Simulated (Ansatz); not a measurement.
## NaF (distorted cell): a check of forces and pressure against finite differences

Run with Ansatz's Python interface.

`fdcheck_naf.py`
```python
"""Forces and pressure of NaF against finite differences of the energy, atoms off their sites."""

import warnings

import ansatz as az
import numpy as np

FILLING = "fixed"
FUNCTIONAL = "PBEsol"
DISPERSION = "d3bjatm"
CUTOFF_EV = 540
KGRID = (4, 4, 4)
TOLERANCE = 1e-09

vectors0 = np.array([
    [0.00428, 2.3334, 2.33559],
    [2.34738, -0.02434, 2.36422],
    [2.30355, 2.3182, 0.01949],
])
sites = [
    ("Na", [0.00044, 0.03083, 0.97207]),
    ("F", [0.48304, 0.51624, 0.53392]),
]


def crystal_on(cell):
    crystal = az.Crystal(lattice=az.Lattice.of(cell))
    for symbol, position in sites:
        crystal = crystal.atom(symbol, position)
    return crystal


def main() -> None:
    warnings.simplefilter("ignore", az.DeckWarning)

    def solve(crystal):
        return (
            crystal.calculation()
            .occupations(FILLING)  # whole-number filling, right only where there is a gap
            .functional(FUNCTIONAL, dispersion=DISPERSION)
            .mixing("msr1", preconditioner="none")
            .basis(CUTOFF_EV, xc_grid=2)
            .kpoints(*KGRID)  # the mesh must be finer for metals
            .scf(tolerance=TOLERANCE)
            .forces()
            .stress()  # GPa
            .run(threads=1)
        ).report


    centre = solve(crystal_on(vectors0))
    start = crystal_on(vectors0)
    # central difference: F = -(E(+h) - E(-h)) / 2h
    print(f"force on atom 1 along z: analytic {centre['forces_ev_ang'][1][2]:.4f} eV/A")
    for h in (0.004, 0.016):
        shift = np.eye(3)[2] * h @ np.linalg.inv(vectors0)
        plus, minus = (solve(start.move(1, to=np.array(sites[1][1]) + sign * shift))["lagrangian_ev"] for sign in (1, -1))
        print(f"  step {h} A: numerical {-(plus - minus) / (2 * h):.4f} eV/A")
    # P = -dF/dV; the difference feels the change of the plane-wave count with the cell
    volume = abs(np.linalg.det(vectors0))
    larger, smaller = (solve(crystal_on(vectors0 * (1 + sign * 0.005) ** (1 / 3)))["lagrangian_ev"] for sign in (1, -1))
    numerical = -(larger - smaller) / (0.01 * volume) * 160.21766
    print(f"pressure: analytic {np.trace(centre['stress_gpa']) / 3:.3f}, numerical {numerical:.3f} GPa")


if __name__ == "__main__":
    main()
```

Output of `python fdcheck_naf.py`:
```text
force on atom 1 along z: analytic 0.1276 eV/A
  step 0.004 A: numerical 0.1276 eV/A
  step 0.016 A: numerical 0.1278 eV/A
pressure: analytic -2.163, numerical -2.160 GPa
```

Notes:
- These settings explore the input space; cutoff and mesh may be short of convergence.
- The k-point mesh is coarse, and energy and stress weren't tested for convergence.
- The program warned that this SCF threshold is loose for forces or stresses.
- Pressure is positive in compression.
- The cell is a database structure, distorted on purpose.
- The central difference errs as the square of the step, so the shorter step is the fairer test; what remains comes from the finite grid and the SCF threshold.
- The script silences the warnings on its input, which a real study should read.
- Finished in 12 s on 1 thread of Arm Neoverse V1 (shared host), peak memory 0.35 GiB.

(Lines on the test bed's own set-up are left out of the output.)
